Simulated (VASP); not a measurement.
Input of a VASP 6.6.1 run:

The input INCAR:

```
SYSTEM = GaSb
PREC = Accurate ; ENCUT = 520
EDIFF = 1E-7 ; ISMEAR = 0
SIGMA = 0.02 ; LREAL = .False.
LASPH = .True. ; NELM = 60
ALGO = Fast ; ISIF = 3
LWAVE = .False. ; LCHARG = .False.
GGA = PE ; IBRION = 2
NSW = 80 ; EDIFFG = -0.002
AMIX = 0.2
```

File KPOINTS:

```
regular mesh
0
Gamma
  10 10 10
  0 0 0
```

The input POSCAR:

```
GaSb
1.0
    0.0000000000      3.0590000000      3.0590000000
    3.0590000000      0.0000000000      3.0590000000
    3.0590000000      3.0590000000      0.0000000000
Ga Sb
1 1
Direct
    0.0000000000      0.0000000000      0.0000000000
    0.2500000000      0.2500000000      0.2500000000
```

Potentials or basis: VASP PAW PBE potentials, release 64 (Ga_d, Sb).

The run is started by

```bash
$ cat potpaw_PBE.64/Ga_d/POTCAR potpaw_PBE.64/Sb/POTCAR > POTCAR
$ mpirun -np 1 vasp_std > vasp.out
```

**Question.** Estimate the relaxed volume.

**Answer.** 30.04 Å³/atom.

**Question.** Estimate the space group after relaxing (to 0.05 Å).

**Answer.** F-43m (No. 216).

Step by step:
| step | energy change (eV) | largest force (eV/Å) | pressure (GPa) | volume (Å³) |
| --- | --- | --- | --- | --- |
| 1 | 0.0000 | 0.0000 | 2.38 | 57.25 |
| 2 | -0.0190 | 0.0000 | -0.53 | 60.84 |
| 3 | -0.0203 | 0.0000 | -0.01 | 60.09 |

Caveat: this crystal is a semiconductor, whose small gap the functional closes, so the metal is an error of the method. Spin-orbit coupling is left out, which matters for the levels of Sb.
